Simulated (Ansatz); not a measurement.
MgTe, space group P6_3mc, the levels without and with spin-orbit coupling

Computed with Ansatz 0.2.0 through its Python package.

Typed at the interpreter:
```pycon
>>> import ansatz
>>> lattice = ansatz.Lattice.of(
...     (4.52, 0.0, 0.0),
...     (-2.26, 3.914435, 0.0),
...     (0.0, 0.0, 7.33),
... )
>>> sites = [
...     ('Mg', (1 / 3, 2 / 3, 0.0)),
...     ('Mg', (2 / 3, 1 / 3, 0.5)),
...     ('Te', (1 / 3, 2 / 3, 0.385)),
...     ('Te', (2 / 3, 1 / 3, 0.885)),
... ]
>>> system = ansatz.Crystal(lattice=lattice)
>>> for symbol, position in sites:
...     system = system.atom(symbol, position)
...
>>> [site.symbol for site in system.resolved().sites]
['Mg', 'Mg', 'Te', 'Te']
>>> model = system.calculation().functional('lda').basis(420).kpoints(5, 5, 3).occupations('Fixed').band_table()
>>> for label, variant in (('scalar-relativistic', model), ('spin-orbit', model.spin(soc=True))):
...     report = variant.run().report
...     zero = report['band_edges_ev'][0] if report.get('band_edges_ev') else report['fermi_energy_ev']
...     near = [round(e - zero, 3) for e in report['eigenvalues_ev'][0] if abs(e - zero) < 4]
...     print(label)
...     print('  band edges (eV):', [round(e, 3) for e in report.get('band_edges_ev') or []] or 'none reported')
...     print('  levels at k =', report['kpoints_frac'][0], 'within 4 eV of the zero:', near)
...
scalar-relativistic
  band edges (eV): [4.566, 6.882]
  levels at k = [0.0, 0.0, 0.0] within 4 eV of the zero: [-3.442, -0.652, -0.652, -0.15, -0.15, 0.0, 2.316, 2.757]
spin-orbit
  band edges (eV): [4.804, 6.888]
  levels at k = [0.0, 0.0, 0.0] within 4 eV of the zero: [-3.717, -3.717, -1.154, -1.154, -0.955, -0.955, -0.639, -0.639, -0.106, -0.106, -0.0, 0.0, 2.084, 2.084, 2.521, 2.521]
```

Reading the output:
- The computed bands are complete only to about 5.3 eV above the Fermi level.
- The structure is a deposited one; some such entries were measured under pressure or heat, so a shift against it needn't be the functional's error alone.
- Levels are Kohn-Sham eigenvalues on this mesh.
- With spin-orbit coupling each level holds one electron and, with inversion or at time-reversal points, comes in pairs; a window in energy can cut a split set.
- Timing: 20 s on 1 thread of Arm Neoverse V2, with other jobs on the host, peak memory 0.65 GiB.

(Lines on the test bed's own set-up are left out of the output.)
